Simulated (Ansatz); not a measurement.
Ionic part of the dielectric constant of BN at 7 GPa, mode by mode

These are results of DFT PBE+D3(BJ), scalar-relativistic, plane waves, PAW in Ansatz, not measurements. Cutoff 420 eV, 12×12×12 k-points (Γ-centred), fixed occupations. No spin polarisation. Phonons by linear response, acoustic sum rule imposed.

It takes space group R3m (No. 160, trigonal). Conventional cell: a = 2.492 Å, b = 2.492 Å, c = 8.766 Å, α = 90.00°, β = 90.00°, γ = 120.00°. B (site symmetry 3m) has 3 N at 1.44 Å as nearest neighbours. N (site symmetry 3m) has 3 B at 1.44 Å as nearest neighbours.

The primitive cell has V = 15.71 Å³ and ε∞,yy = 5.198. Each polar mode adds Δε = (4.92064×10⁷/V)·S/ν² along y, with S its oscillator strength in e²/amu, ν in cm⁻¹ and V in Å³.

Q: From these modes, find each Δε and ε0,yy.
| ν (cm⁻¹) | S_yy (e²/amu) |
| --- | --- |
| 711.1 | 0.00046 |
| 1387.6 | 0.2939 |
| 1387.6 | 0.8853 |

A:
```
ν (cm⁻¹)    Δε
   711.1  0.00
  1387.6  0.48
  1387.6  1.44
```

The sum is 1.921, so ε0,yy = 7.12; the run's tensor has 7.12.

This form isn't the usual stable structure of the compound at low pressure.

Cost: 1 run of about 0.98 core-minutes, on AMD EPYC 7R43 (Zen 3) (shared hosts).